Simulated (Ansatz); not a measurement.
Input of an Ansatz 0.2.0 run:

File input.yaml:

```yaml
crystal:
  lattice:
    - [-2.9401404553, 2.9401404553, 1.5993019889]
    - [2.9401404553, -2.9401404553, 1.5993019889]
    - [2.9401404553, 2.9401404553, -1.5993019889]
  atoms:
    - { symbol: Sn, position: [0.0, 0.0, 0.0] }
    - { symbol: Sn, position: [0.75, 0.25, 0.5] }
kpoints:
  mp_grid: { grid: [9, 9, 9] }
  band_path:
    path:
      - [0.0, 0.0, 0.0]
      - [0.0, 0.0, 0.5]
      - [-0.5, 0.5, 0.5]
      - [0.0, 0.0, 0.0]
      - [0.3239715651, 0.3239715651, -0.3239715651]
      - [0.25, 0.25, 0.25]
      - [0.0, 0.5, 0.0]
      - [-0.3239715651, 0.6760284349, 0.3239715651]
    npoints: 8
scf:
  occupations: { method: fermi_dirac, width: 0.05 }
hamiltonian:
  xc: blyp
  pseudopotentials: { kind: all_electron, lapw: { basis_error: 0.001 } }
output:
  forces: true
  stress: true
  eigenvalues: true
```

Potentials or basis: all-electron LAPW, scalar-relativistic.

Launch:

```sh
$ ansatz run input.yaml --threads 1 --pin off --max-ram 3072MiB --backend cpu --events-out ev --progress --plain --runs-dir out
```

Task: Predict the band gap along the path.

Result: None (metal or under the smearing width).

Task: What does it give for the pressure?

Result: 5.7 GPa.

Stress tensor (GPa, compression positive):
```
5.87 0.00 0.00
0.00 5.87 0.00
0.00 0.00 5.40
```

Caveat: spin-orbit coupling is left out, which moves the levels of the heavy elements.
